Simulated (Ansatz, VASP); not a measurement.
HfSiO4: VASP beside Ansatz

```
Si Hf O
1.0
     3.28569    0.00000    0.00000
     0.00000    3.28569    0.00000
     0.00000    0.00000    5.70049
Si Hf O
1 1 4
Direct
  0.50000 0.50000 0.50000
  0.00000 0.00000 0.00000
  0.50000 0.00000 0.62204
  0.00000 0.50000 0.82363
  0.00000 0.50000 0.37796
  0.50000 0.00000 0.17637
```

Alike in both runs: task single point; functional r2SCAN; k mesh 8 × 8 × 4; no spin polarisation.

```csv
,VASP,Ansatz
version,VASP 6.6.1,Ansatz 0.2.0
potentials or method,"VASP PAW PBE potentials, release 64 (Si, Hf_pv, O)","plane waves, PAW"
plane-wave cutoff (eV),520,500
occupations,"gaussian, width 0.01 eV",fixed
valence electrons in the cell,38,54
```

|  | VASP | Ansatz | Ansatz less VASP |
| --- | --- | --- | --- |
| gap on the k mesh at the Fermi level (eV) | 3.21 | 3.22 | +0.004 |
| pressure (GPa) | -1.2 | 0.0 | +1.23 |
| largest component of the traceless stress (GPa) | 0.48 | 0.00 | -0.479 |
| rms of the force components (eV/Å) | 0.055 | 0.000 | -0.0545 |

Atom by atom the forces differ by 0.055 eV/Å (rms over components). The two sets of potentials don't hold the same shells in valence.

Caveats: the PAW data sets were made with another functional, which shifts forces and pressure a little (VASP); spin-orbit coupling is left out, which moves the levels of the heavy elements. r2SCAN opens gaps a little over a GGA but as a rule still falls short of measured ones. A k mesh can miss the band edges.
